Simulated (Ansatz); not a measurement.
# FeO in Ansatz: the effect of functional

Crystal: FeO.

```
CELL_PARAMETERS angstrom
-1.60210 1.60210 2.08339
1.60210 -1.60210 2.08339
1.60210 1.60210 -2.08339
ATOMIC_POSITIONS crystal
Fe 0.00000 0.00000 0.00000
O 0.50000 0.50000 0.00000
```

The cell comes from a database or a generator and needn't be the stable form of this composition.

Alike in all runs:

```yaml
Program: Ansatz 0.2.0
Task: band structure
Potentials_or_basis: Ansatz PAW
k_mesh: 12 × 12 × 12
Occupations: fermi-dirac, width 0.05 eV
Spin: collinear spin, ferromagnetic start
Starting_moments: "[3.0, 0.0] μB"
```

Question: One run gave: pressure -22.5 GPa. Which functional did it use?
A. LDA
B. PBEsol
C. r2SCAN

Answer: A.

```tsv
functional	cutoff	pressure (GPa)
PBEsol	420 eV	-16.1
LDA	420 eV	-22.5
r2SCAN	500 eV	-12.2
```

Caveats: a cell with one magnetic atom can't hold antiferromagnetic order, which such compounds often take; the PAW data sets come from PBE, with cores solved anew for the run's functional, which leaves a small shift of forces and pressure; the magnetic or orbital state may not be the lowest (some runs).

Not every run made on this cell is shown here.
